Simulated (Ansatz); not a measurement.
# Ta₂N: a line through an energy map, part 1 of 2

Aim: follow the energy of Ta2N (P-3m1, No. 164; 3 atoms in the cell) along one coordinate, volume per atom, with the other held at c/a of the conventional cell = 1.389.

Method: DFT PBEsol, scalar-relativistic, plane waves, PAW, in Ansatz 0.2.0.

40 further runs of the same task are left out: 40 set aside as unsound or not needed. Runs told in other sessions of the task aren't counted.

## 1. The system as given

Symmetry: P-3m1, No. 164, trigonal system. The conventional cell has a = 3.078 Å, b = 3.078 Å, c = 4.824 Å, α = 90.00°, β = 90.00°, γ = 120.00°. Ta (site symmetry 3m) is surrounded by 3 N at 2.16 Å. Around N (site symmetry -3m) lie 6 Ta at 2.16 Å.

As a file:

```
CELL_PARAMETERS angstrom
3.07826 0.00000 0.00000
-1.53913 2.66585 0.00000
0.00000 0.00000 4.82393
ATOMIC_POSITIONS crystal
Ta 0.66667 0.33333 0.74637
Ta 0.33333 0.66667 0.25363
N 0.00000 0.00000 0.00000
```

It goes back to an entry of the Materials Project, which need not be the stable form.

This cell was relaxed beforehand with the same method: volume 13.20 Å³/atom, gap on the mesh none (metal).

## 2. Plan of the line

The energy is mapped over volume and the cell's shape.

First coordinate, volume per atom: 9 values from 12.140 to 14.251 Å³. Second coordinate, c/a of the conventional cell: 9 values from 1.389 to 1.768.

Nothing else is relaxed (fractional coordinates fixed). Energies count from the relaxed crystal. Points are written as (first, second).

## 3. Point (12.140 Å³, 1.389)

The input, input.yaml:

```yaml
crystal:
  lattice:
    - [3.1166779814, 0.0, 0.0]
    - [-1.5583389907, 2.6991223073, 0.0]
    - [0.0, 0.0, 4.329377384]
  atoms:
    - { symbol: Ta, position: [0.6666666667, 0.3333333333, 0.7463700642] }
    - { symbol: Ta, position: [0.3333333333, 0.6666666667, 0.2536299358] }
    - { symbol: "N", position: [0.0, 0.0, 0.0] }
basis:
  ecutwfc: 520.0
kpoints:
  mp_grid: { grid: [18, 18, 10] }
hamiltonian:
  xc: pbesol
  pseudopotentials: { kind: paw, azcp: { folder: soft_1 } }
scf:
  occupations: { method: gaussian, width: 0.15 }
output:
  forces: true
  stress: true
  eigenvalues: true
```

The run is started by

```sh
ansatz run input.yaml --threads 2 --pin off --max-ram 4096MiB --backend cpu --events-out ev --progress --plain --runs-dir out
```

What it wrote:

```text
Warning: <dir> the record states the generating functional pbe (its physics header spells it `PBE`), which answers neither for hamiltonian.xc's functional nor for the pbesol family's — results may be inconsistent (PPs are generated against a specific XC)
Warning: <dir> the record states the generating functional pbe (its physics header spells it `PBE`), which answers neither for hamiltonian.xc's functional nor for the pbesol family's — results may be inconsistent (PPs are generated against a specific XC)
Warning: RAYON_NUM_THREADS=2 ignored (pool sized by the plan → 2); use --threads N
Engine: ansatz 0.2.0, x86_64-unknown-linux-gnu
Pseudopotentials: kind: paw
Pseudopotential: Ta, paw, valence charge 13, recommended cutoff 420 eV (normal), <dir>
Pseudopotential: N, paw, valence charge 5, recommended cutoff 420 eV (normal), <dir>
Functional definition: PBEsol
  exchange = pbesol_x
  correlation = pbesol_c
Crystal: 3 atoms, lattice volume = 36.420 Å³
Basis set: ecut = 520 eV, 947 PW (Γ), exchange–correlation on 48×48×72 points (8 copies of the dense FFT grid, shifted against one another)
Bands: 20, of which v1, the nominal top of the filled ones, is band 16 counted from 1 (15 counted from 0)
Symmetry: 12 space group operations
Space group: P-3m1 (ITA 164), of the structure as read, at distance tolerance 3.3e-5 Å
k-points: 330 of 3240
Non-local potential: Ta, projectors of the file, l = 0: 3, l = 1: 2, l = 2: 2, l = 3: 1
Non-local potential: N, projectors of the file, l = 0: 2, l = 1: 2, l = 2: 1
PAW form: soft (Blöchl's): semilocal exchange-correlation on the pseudo side does not see the compensation charge
PAW frozen core: Ta, regenerated for the run's functional, and the local potential with it (the file was generated under x = pbe(κ = 0.804, μ = 0.2195149727645171), c = pbe(β = 0.06672455060314922))
PAW frozen core: N, regenerated for the run's functional, and the local potential with it (the file was generated under x = pbe(κ = 0.804, μ = 0.2195149727645171), c = pbe(β = 0.06672455060314922))
PAW one-centre angular grid: Ta, 590 points (default); XC on 64 Gauss nodes
PAW one-centre angular grid: N, 110 points (default); XC on 64 Gauss nodes
Initial density: superposition of atomic densities (chi_scale 0.1, normalization cell, long waves kept (reshape's long-wave potential 0.02 eV rms))
Initial wavefunctions: pseudopotential atomic-orbital guess
Functional: x = pbesol(κ = 0.804, μ = 0.12345679012345678), c = pbesol(β = 0.046)
SCF iter   1: F=—  HF=-19996.039180 eV  |F-HF|=—  |Δ(HF+E_count)|=         —  Δρ=5.38e-2  dr2=2.05e0  ethr=3.10e-3  ⟨swp⟩=5.0  Hψ=26446  notcnv=0
preconditioner: auto → none  [metal: Δε(μ)=0.008 eV  Ē_g=8.913 eV  σ=0.150 eV  W_gap=0.03  n_scr=8 (ndim 8)  ℏωp=23.8 eV  f_vac=0.000  D(μ)=0.80/eV (n_scr^D=2)  sad-step TF]
SCF iter   2: F=—  HF=-19995.778109 eV  |F-HF|=—  |Δ(HF+E_count)|=   2.61e-1  Δρ=3.64e-2  dr2=1.02e0  ethr=3.10e-3  ⟨swp⟩=2.0  Hψ=10569  notcnv=0  defer=73
SCF iter   3: F=—  HF=-19995.523300 eV  |F-HF|=—  |Δ(HF+E_count)|=   2.55e-1  Δρ=7.76e-3  dr2=2.40e-2  ethr=3.10e-3  ⟨swp⟩=2.1  Hψ=10070  notcnv=0  defer=73
SCF iter   4: F=—  HF=-19995.517479 eV  |F-HF|=—  |Δ(HF+E_count)|=   5.82e-3  Δρ=9.01e-4  dr2=1.07e-4  ethr=7.75e-5  ⟨swp⟩=2.2  Hψ=11383  notcnv=0  defer=68
SCF iter   5: F=—  HF=-19995.517458 eV  |F-HF|=—  |Δ(HF+E_count)|=   2.05e-5  Δρ=2.02e-4  dr2=3.12e-5  ethr=3.45e-7  ⟨swp⟩=2.0  Hψ=10633  notcnv=0  defer=68
SCF iter   6: F=—  HF=-19995.517446 eV  |F-HF|=—  |Δ(HF+E_count)|=   1.19e-5  Δρ=4.21e-5  dr2=4.64e-7  ethr=1.01e-7  ⟨swp⟩=2.0  Hψ=10155  notcnv=0  defer=68
SCF iter   7: F=-19995.517446 eV  HF=-19995.517446 eV  |F-HF|=3.92e-9  |Δ(HF+E_count)|=   1.03e-7  Δρ=6.73e-6  dr2=9.62e-9  ethr=3.23e-10  ⟨swp⟩=6.2  Hψ=29239  notcnv=0
SCF 1 converged in 7 iterations: F = -19995.517446 eV  dr2 = 9.62e-9
SCF converged after 7 iterations
Free energy (F): -19995.517446 eV
Harris-Foulkes:  -19995.517446 eV  (|F-HF|=3.92e-9)
Internal energy: -19995.507613 eV  (E = F + TS)
E sigma→0 (E₀):  -19995.512530 eV
Entropy (-TS):   -0.009833 eV (-3.278 meV/atom)
Fermi energy:    21.685525 eV
--- Per-component energies (eV) ---
  E_band       = -110.654456
  E_kinetic    = 929.034971
  E_local      = -1094.256190  (includes V_loc(G=0)·N_el)
  E_nonlocal   = 18.868358
  E_hartree    = 408.043190
  E_xc         = -701.971357
  E_vxc        = -548.975978  (∫ρ·V_xc dr)
  E_paw        = -16487.028656  (= ΣΔE_a)
  E_vpaw       = -231.413589  (= ΣTr[D̂ρ^β])
  E_aug_tail   = 0.000030  (compensation charges beyond the density's cutoff)
  E_ewald      = -3068.653483
  E_core_change = 0.455524  (= ΣΔE_core)
  E_smearing   = -0.009833  (= −TS)
  E_closure    = 0.000000  (closes the sum)
  Σ components = -19995.517446   (vs F -19995.517446, Δ=0.00e0)
--- Forces (eV/Å), atoms counted from 1 ---
  atom   1  Ta     0.00000000     0.00000000     0.47456229
  atom   2  Ta    -0.00000000    -0.00000000    -0.47456229
  atom   3  N     -0.00000000     0.00000000     0.00000000
  max |Σ_I F_I| component: 3.70e-17 eV/Å
--- Stress (GPa, compression-positive) ---
       19.022859       0.000000       0.000000
        0.000000      19.022859       0.000000
        0.000000       0.000000      56.535409
  P = ⅓ Tr σ = 31.5270 GPa (315.270 kbar)
--- Band table (eV; the first three rows and the last of 330) ---
  k-point 0: bands = ["-46.4057", "-46.2082", "-13.8511", "-12.8715", "-12.8715", "-12.5562", "-12.5562", "-12.1621", "4.0321", "12.8964", "14.7505", "14.7505", "17.2977", "21.2720", "21.2720", "21.5869", "21.5869", "22.1365", "22.3000", "23.1866"]
  k-point 1: bands = ["-46.4010", "-46.2131", "-13.8147", "-12.8640", "-12.8640", "-12.5639", "-12.5639", "-12.2089", "4.0714", "12.8451", "14.7154", "14.7154", "17.4334", "21.1610", "21.1610", "21.5813", "21.5813", "21.6435", "22.8406", "23.5754"]
  k-point 2: bands = ["-46.3871", "-46.2273", "-13.7080", "-12.8421", "-12.8421", "-12.5862", "-12.5862", "-12.3426", "4.1757", "12.7132", "14.6283", "14.6283", "17.8190", "20.6814", "20.6814", "21.1626", "22.0767", "22.0767", "23.4265", "24.3301"]
  k-point 329: bands = ["-46.2645", "-46.2645", "-13.5941", "-13.5941", "-13.2725", "-13.1525", "-12.4150", "-12.4150", "5.0417", "13.8209", "13.8209", "15.1704", "19.4611", "19.9184", "19.9184", "22.2205", "22.2205", "22.6121", "26.0272", "26.0272"]
```

Run time: 4.6 s. Hardware: 2 threads of Intel Xeon 6975P-C (Granite Rapids), shared host; peak memory 0.56 GiB.

That is 202 meV/atom from the zero.

## 4. Point (12.404 Å³, 1.389)

Edit input.yaml of step 3 so:

```diff
@@ -2,5 +2,5 @@
   lattice:
-    - [3.1166779814, 0.0, 0.0]
-    - [-1.5583389907, 2.6991223073, 0.0]
-    - [0.0, 0.0, 4.329377384]
+    - [3.1391082316, 0.0, 0.0]
+    - [-1.5695541158, 2.7185474738, 0.0]
+    - [0.0, 0.0, 4.3605352445]
   atoms:
```

The run is started by

```sh
ansatz run input.yaml --threads 2 --pin off --max-ram 4096MiB --backend cpu --events-out ev --progress --plain --runs-dir out
```

What it wrote:

```text
[... 34 lines left out ...]
SCF 1 converged in 7 iterations: F = -19995.651414 eV  dr2 = 9.69e-9
SCF converged after 7 iterations
Free energy (F): -19995.651414 eV
Harris-Foulkes:  -19995.651414 eV  (|F-HF|=3.67e-9)
Internal energy: -19995.641277 eV  (E = F + TS)
E sigma→0 (E₀):  -19995.646346 eV
Entropy (-TS):   -0.010138 eV (-3.379 meV/atom)
Fermi energy:    21.191852 eV
--- Per-component energies (eV) ---
  E_band       = -125.563530
  E_kinetic    = 925.992852
  E_local      = -1121.168968  (includes V_loc(G=0)·N_el)
  E_nonlocal   = 18.618214
  E_hartree    = 414.908952
  E_xc         = -700.967610
  E_vxc        = -547.690324  (∫ρ·V_xc dr)
  E_paw        = -16486.753613  (= ΣΔE_a)
  E_vpaw       = -231.134766  (= ΣTr[D̂ρ^β])
  E_aug_tail   = 0.000032  (compensation charges beyond the density's cutoff)
  E_ewald      = -3046.726662
  E_core_change = 0.455524  (= ΣΔE_core)
  E_smearing   = -0.010138  (= −TS)
  E_closure    = -0.000000  (closes the sum)
  Σ components = -19995.651414   (vs F -19995.651414, Δ=0.00e0)
--- Forces (eV/Å), atoms counted from 1 ---
  atom   1  Ta     0.00000000    -0.00000000     0.59659428
  atom   2  Ta    -0.00000000     0.00000000    -0.59659428
  atom   3  N      0.00000000     0.00000000     0.00000000
  max |Σ_I F_I| component: 3.70e-17 eV/Å
--- Stress (GPa, compression-positive) ---
       10.805236       0.000000       0.000000
        0.000000      10.805236       0.000000
        0.000000       0.000000      46.875536
  P = ⅓ Tr σ = 22.8287 GPa (228.287 kbar)
--- Band table (eV; the first three rows and the last of 330) ---
  k-point 0: bands = ["-46.9512", "-46.7715", "-14.3150", "-13.4143", "-13.4143", "-13.1178", "-13.1178", "-12.7393", "3.6479", "12.5592", "14.3827", "14.3827", "16.7661", "20.7919", "20.7919", "21.1012", "21.1012", "21.6428", "21.7951", "22.6640"]
  k-point 1: bands = ["-46.9468", "-46.7759", "-14.2807", "-13.4072", "-13.4072", "-13.1250", "-13.1250", "-12.7827", "3.6846", "12.5042", "14.3491", "14.3491", "16.9062", "20.6868", "20.6868", "21.0926", "21.0926", "21.1593", "22.3239", "23.0409"]
  k-point 2: bands = ["-46.9342", "-46.7888", "-14.1806", "-13.3866", "-13.3866", "-13.1459", "-13.1459", "-12.9067", "3.7819", "12.3640", "14.2655", "14.2655", "17.3025", "20.2206", "20.2206", "20.6881", "21.5730", "21.5730", "22.8937", "23.7725"]
  k-point 329: bands = ["-46.8232", "-46.8232", "-14.0806", "-14.0806", "-13.7780", "-13.6713", "-12.9802", "-12.9802", "4.6315", "13.4317", "13.4317", "14.7672", "19.0228", "19.4231", "19.4231", "21.7176", "21.7176", "22.1058", "25.4048", "25.4048"]
```

Wall time 4.5 s (2 threads of Intel Xeon 6975P-C (Granite Rapids), shared host); peak memory 0.55 GiB.

On the map this point reads 158 meV/atom.

## 5. Point (12.668 Å³, 1.389)

Edit input.yaml of step 4 so:

```diff
@@ -2,5 +2,5 @@
   lattice:
-    - [3.1391082316, 0.0, 0.0]
-    - [-1.5695541158, 2.7185474738, 0.0]
-    - [0.0, 0.0, 4.3605352445]
+    - [3.1612224352, 0.0, 0.0]
+    - [-1.5806112176, 2.7376989359, 0.0]
+    - [0.0, 0.0, 4.3912540848]
   atoms:
```

The run is started by

```sh
ansatz run input.yaml --threads 2 --pin off --max-ram 4096MiB --backend cpu --events-out ev --progress --plain --runs-dir out
```

What it wrote:

```text
[... 34 lines left out ...]
SCF 1 converged in 7 iterations: F = -19995.744576 eV  dr2 = 3.89e-9
SCF converged after 7 iterations
Free energy (F): -19995.744576 eV
Harris-Foulkes:  -19995.744576 eV  (|F-HF|=1.53e-9)
Internal energy: -19995.734129 eV  (E = F + TS)
E sigma→0 (E₀):  -19995.739352 eV
Entropy (-TS):   -0.010448 eV (-3.483 meV/atom)
Fermi energy:    20.716609 eV
--- Per-component energies (eV) ---
  E_band       = -139.919674
  E_kinetic    = 923.112598
  E_local      = -1147.459813  (includes V_loc(G=0)·N_el)
  E_nonlocal   = 18.387369
  E_hartree    = 421.682800
  E_xc         = -700.004190
  E_vxc        = -546.454970  (∫ρ·V_xc dr)
  E_paw        = -16486.495044  (= ΣΔE_a)
  E_vpaw       = -230.871692  (= ΣTr[D̂ρ^β])
  E_aug_tail   = 0.000034  (compensation charges beyond the density's cutoff)
  E_ewald      = -3025.413409
  E_core_change = 0.455524  (= ΣΔE_core)
  E_smearing   = -0.010448  (= −TS)
  E_closure    = 0.000000  (closes the sum)
  Σ components = -19995.744576   (vs F -19995.744576, Δ=0.00e0)
--- Forces (eV/Å), atoms counted from 1 ---
  atom   1  Ta     0.00000000    -0.00000000     0.70507907
  atom   2  Ta    -0.00000000     0.00000000    -0.70507907
  atom   3  N     -0.00000000     0.00000000     0.00000000
  max |Σ_I F_I| component: 2.22e-16 eV/Å
--- Stress (GPa, compression-positive) ---
        3.449282       0.000000       0.000000
        0.000000       3.449282      -0.000000
        0.000000      -0.000000      38.105448
  P = ⅓ Tr σ = 15.0013 GPa (150.013 kbar)
--- Band table (eV; the first three rows and the last of 330) ---
  k-point 0: bands = ["-47.4782", "-47.3145", "-14.7659", "-13.9379", "-13.9379", "-13.6589", "-13.6589", "-13.2948", "3.2818", "12.2354", "14.0296", "14.0296", "16.2582", "20.3293", "20.3293", "20.6330", "20.6330", "21.1674", "21.3090", "22.1602"]
  k-point 1: bands = ["-47.4743", "-47.3186", "-14.7338", "-13.9313", "-13.9313", "-13.6657", "-13.6657", "-13.3350", "3.3161", "12.1767", "13.9974", "13.9974", "16.4025", "20.2298", "20.2298", "20.6217", "20.6217", "20.6930", "21.8266", "22.5259"]
  k-point 2: bands = ["-47.4628", "-47.3303", "-14.6397", "-13.9119", "-13.9119", "-13.6854", "-13.6854", "-13.4503", "3.4070", "12.0288", "13.9171", "13.9171", "16.8087", "19.7764", "19.7764", "20.2313", "21.0878", "21.0878", "22.3809", "23.2353"]
  k-point 329: bands = ["-47.3620", "-47.3620", "-14.5525", "-14.5525", "-14.2681", "-14.1733", "-13.5247", "-13.5247", "4.2404", "13.0589", "13.0589", "14.3813", "18.6010", "18.9483", "18.9483", "21.2334", "21.2334", "21.6175", "24.8067", "24.8067"]
```

Run time: 4.6 s. Hardware: 2 threads of Intel Xeon 6975P-C (Granite Rapids), shared host; peak memory 0.59 GiB.

That is 127 meV/atom from the zero.

## 6. Grid point (12.931 Å³, 1.389)

Edit input.yaml of step 5 so:

```diff
@@ -2,5 +2,5 @@
   lattice:
-    - [3.1612224352, 0.0, 0.0]
-    - [-1.5806112176, 2.7376989359, 0.0]
-    - [0.0, 0.0, 4.3912540848]
+    - [3.1829494479, 0.0, 0.0]
+    - [-1.5914747239, 2.7565150808, 0.0]
+    - [0.0, 0.0, 4.421435078]
   atoms:
```

The run is started by

```sh
ansatz run input.yaml --threads 2 --pin off --max-ram 4096MiB --backend cpu --events-out ev --progress --plain --runs-dir out
```

What it wrote:

```text
Warning: <dir> the record states the generating functional pbe (its physics header spells it `PBE`), which answers neither for hamiltonian.xc's functional nor for the pbesol family's — results may be inconsistent (PPs are generated against a specific XC)
Warning: <dir> the record states the generating functional pbe (its physics header spells it `PBE`), which answers neither for hamiltonian.xc's functional nor for the pbesol family's — results may be inconsistent (PPs are generated against a specific XC)
Warning: RAYON_NUM_THREADS=2 ignored (pool sized by the plan → 2); use --threads N
[... 7 set-up lines as earlier in the session ...]
Crystal: 3 atoms, lattice volume = 38.793 Å³
Basis set: ecut = 520 eV, 1043 PW (Γ), exchange–correlation on 48×48×72 points (8 copies of the dense FFT grid, shifted against one another)
Bands: 20, of which v1, the nominal top of the filled ones, is band 16 counted from 1 (15 counted from 0)
[... 1 set-up line as earlier in the session ...]
Space group: P-3m1 (ITA 164), of the structure as read, at distance tolerance 3.4e-5 Å
k-points: 330 of 3240
[... 10 set-up lines as earlier in the session ...]
SCF iter   1: F=—  HF=-19996.389800 eV  |F-HF|=—  |Δ(HF+E_count)|=         —  Δρ=5.59e-2  dr2=2.37e0  ethr=3.10e-3  ⟨swp⟩=5.0  Hψ=25848  notcnv=0
preconditioner: auto → none  [metal: Δε(μ)=0.033 eV  Ē_g=8.470 eV  σ=0.150 eV  W_gap=0.12  n_scr=8 (ndim 8)  ℏωp=23.1 eV  f_vac=0.000  D(μ)=0.87/eV (n_scr^D=2)  sad-step TF]
SCF iter   2: F=—  HF=-19996.092366 eV  |F-HF|=—  |Δ(HF+E_count)|=   2.97e-1  Δρ=3.76e-2  dr2=1.18e0  ethr=3.10e-3  ⟨swp⟩=2.0  Hψ=10579  notcnv=0  defer=62
SCF iter   3: F=—  HF=-19995.806229 eV  |F-HF|=—  |Δ(HF+E_count)|=   2.86e-1  Δρ=7.50e-3  dr2=2.22e-2  ethr=3.10e-3  ⟨swp⟩=2.1  Hψ=10208  notcnv=0  defer=62
SCF iter   4: F=—  HF=-19995.800909 eV  |F-HF|=—  |Δ(HF+E_count)|=   5.32e-3  Δρ=8.51e-4  dr2=1.22e-4  ethr=7.16e-5  ⟨swp⟩=2.1  Hψ=11232  notcnv=0  defer=59
SCF iter   5: F=—  HF=-19995.800867 eV  |F-HF|=—  |Δ(HF+E_count)|=   4.24e-5  Δρ=1.30e-4  dr2=3.17e-6  ethr=3.95e-7  ⟨swp⟩=2.0  Hψ=9327  notcnv=0  defer=59
SCF iter   6: F=—  HF=-19995.800863 eV  |F-HF|=—  |Δ(HF+E_count)|=   3.87e-6  Δρ=1.56e-5  dr2=9.37e-8  ethr=3.23e-10  ⟨swp⟩=5.0  Hψ=32922  notcnv=0
SCF iter   7: F=-19995.800863 eV  HF=-19995.800863 eV  |F-HF|=1.62e-8  |Δ(HF+E_count)|=   2.79e-8  Δρ=4.65e-6  dr2=1.88e-8  ethr=3.02e-10  ⟨swp⟩=2.3  Hψ=24183  notcnv=0
SCF 1 converged in 7 iterations: F = -19995.800863 eV  dr2 = 1.88e-8
SCF converged after 7 iterations
Free energy (F): -19995.800863 eV
Harris-Foulkes:  -19995.800863 eV  (|F-HF|=1.62e-8)
Internal energy: -19995.790102 eV  (E = F + TS)
E sigma→0 (E₀):  -19995.795482 eV
Entropy (-TS):   -0.010761 eV (-3.587 meV/atom)
Fermi energy:    20.260414 eV
--- Per-component energies (eV) ---
  E_band       = -153.702384
  E_kinetic    = 920.394295
  E_local      = -1173.059629  (includes V_loc(G=0)·N_el)
  E_nonlocal   = 18.175412
  E_hartree    = 428.341236
  E_xc         = -699.082365
  E_vxc        = -545.271677  (∫ρ·V_xc dr)
  E_paw        = -16486.252863  (= ΣΔE_a)
  E_vpaw       = -230.624307  (= ΣTr[D̂ρ^β])
  E_aug_tail   = 0.000036  (compensation charges beyond the density's cutoff)
  E_ewald      = -3004.761747
  E_core_change = 0.455524  (= ΣΔE_core)
  E_smearing   = -0.010761  (= −TS)
  E_closure    = 0.000000  (closes the sum)
  Σ components = -19995.800863   (vs F -19995.800863, Δ=0.00e0)
--- Forces (eV/Å), atoms counted from 1 ---
  atom   1  Ta    -0.00000000    -0.00000000     0.80068319
  atom   2  Ta     0.00000000     0.00000000    -0.80068319
  atom   3  N      0.00000000     0.00000000     0.00000000
  max |Σ_I F_I| component: 9.25e-18 eV/Å
--- Stress (GPa, compression-positive) ---
       -3.112737       0.000000       0.000000
       -0.000000      -3.112737      -0.000000
        0.000000      -0.000000      30.169167
  P = ⅓ Tr σ = 7.9812 GPa (79.812 kbar)
--- Band table (eV; the first three rows and the last of 330) ---
  k-point 0: bands = ["-47.9859", "-47.8365", "-15.2027", "-14.4416", "-14.4416", "-14.1789", "-14.1789", "-13.8279", "2.9339", "11.9253", "13.6915", "13.6915", "15.7741", "19.8849", "19.8849", "20.1833", "20.1833", "20.7109", "20.8423", "21.6761"]
  k-point 1: bands = ["-47.9823", "-47.8401", "-15.1725", "-14.4353", "-14.4353", "-14.1853", "-14.1853", "-13.8653", "2.9660", "11.8632", "13.6605", "13.6605", "15.9224", "19.7908", "19.7908", "20.1694", "20.1694", "20.2451", "21.3493", "22.0311"]
  k-point 2: bands = ["-47.9718", "-47.8508", "-15.0842", "-14.4171", "-14.4171", "-14.2038", "-14.2038", "-13.9725", "3.0510", "11.7078", "13.5833", "13.5833", "16.3378", "19.3495", "19.3495", "19.7928", "20.6219", "20.6219", "21.8889", "22.7193"]
  k-point 329: bands = ["-47.8802", "-47.8802", "-15.0089", "-15.0089", "-14.7417", "-14.6574", "-14.0475", "-14.0475", "3.8686", "12.7030", "12.7030", "14.0130", "18.1961", "18.4944", "18.4944", "20.7685", "20.7685", "21.1482", "24.2335", "24.2335"]
```

Wall time 5.3 s (2 threads of Intel Xeon 6975P-C (Granite Rapids), shared host); peak memory 0.59 GiB.

On the map this point reads 108 meV/atom.

(Continued in part 2 of 2.)
